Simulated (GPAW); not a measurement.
P:

```
P
1.0
     1.72573    0.99635    3.12968
    -1.72573    0.99635    3.12968
     0.00000   -1.99270    3.12968
P
2
Direct
  0.77292 0.77292 0.77292
  0.22708 0.22708 0.22708
```

This isn't the form of P at room conditions, which is orthorhombic.

| Property | Result |
| --- | --- |
| Program | GPAW 26.7.0 |
| Task | single point |
| Functional | PBE |
| Potentials or basis | GPAW PAW data sets (gpaw-data 1.2.1) |
| Cutoff | 600 eV |
| Basis | pw |
| k mesh | 9 × 9 × 9 |
| Occupations | fermi-dirac, width 0.05 eV |
| Spin | no spin polarisation |

On this cell: pressure 2.1 GPa; largest force 0.268 eV/Å; band gap on the k mesh none (metal or under the smearing width).

The same run follows on a disturbed copy (atoms moved at random, drawn with an rms of 0.05 Å):

```xyz
2
Lattice="1.7257 0.9963 3.1297 -1.7257 0.9963 3.1297 0.0000 -1.9927 3.1297" Properties=species:S:1:pos:R:3 pbc="T T T"
P    -0.0131    0.0080    7.1927
P    -0.0121   -0.0027    2.1213
```

Task: What changes?

Result: The energy (extrapolated to zero smearing) moves by -1.0 meV/atom; pressure 0.3 GPa; largest force 0.192 eV/Å; band gap on the k mesh none (metal or under the smearing width).

Forces in eV/Å, atoms in the order of the input:
```
P    0.004 -0.044  0.187
P   -0.004  0.044 -0.187
```

Stress tensor (GPa, compression positive):
```
 1.16 -0.01 -0.01
-0.01  1.07  0.17
-0.01  0.17 -1.29
```
